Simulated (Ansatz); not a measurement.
# CdTe: the cost of one run

Method: DFT PBE, scalar-relativistic, plane waves, PAW, in Ansatz 0.2.0.

The COD entry's cell or inner coordinates are ideal or old and differ from later refinements, so a difference from it is no clean test against experiment.

3 further runs of the same task are left out: 3 set aside as unsound or not needed. Runs told in other sessions of the task aren't counted.

## Step 1: Starting point

It takes space group F-43m (No. 216, cubic). Conventional cell: a = 6.617 Å, b = 6.617 Å, c = 6.617 Å, α = 90.00°, β = 90.00°, γ = 90.00°. Cd (site symmetry -43m) is surrounded by 4 Te at 2.87 Å. Te (site symmetry -43m) is surrounded by 4 Cd at 2.87 Å.

Structure file:

```xyz
4
Lattice="0.0000 -3.3087 -3.3087 -3.3087 0.0000 -3.3087 3.3087 3.3087 -6.6174" Properties=species:S:1:pos:R:3 pbc="T T T"
Cd    0.0000    0.0000   -6.6174
Cd    0.0000    0.0000    0.0000
Te    1.6543    1.6543   -8.2717
Te   -1.6543   -1.6543   -8.2717
```

It is built from the cell relaxed beforehand with the same method (36.22 Å³/atom).

## Step 2: The undisturbed cell

The input, input.yaml:

```yaml
crystal:
  lattice:
    - [0.0, -3.3086866831, -3.3086866831]
    - [-3.3086866831, 0.0, -3.3086866831]
    - [3.3086866831, 3.3086866831, -6.6173733662]
  atoms:
    - { symbol: Cd, position: [0.5, 0.5, 0.5] }
    - { symbol: Cd, position: [0.0, 0.0, 0.0] }
    - { symbol: Te, position: [0.375, 0.375, 0.875] }
    - { symbol: Te, position: [0.875, 0.875, 0.375] }
basis:
  ecutwfc: 420
kpoints:
  mp_grid: { grid: [12, 12, 8] }
hamiltonian:
  xc: pbe
scf:
  occupations: { method: gaussian, width: 0.05 }
output:
  forces: true
  stress: true
  eigenvalues: true
```

Run with:

```bash
> ansatz run input.yaml --threads 2 --pin off --max-ram 5120MiB --backend cpu --events-out ev --progress --plain --runs-dir out
```

**Question.** How long does this run take on 2 threads of Intel Xeon at 2.70GHz, shared host, and how much memory does it need?

About 81 s, with a peak of 1.4 GiB.
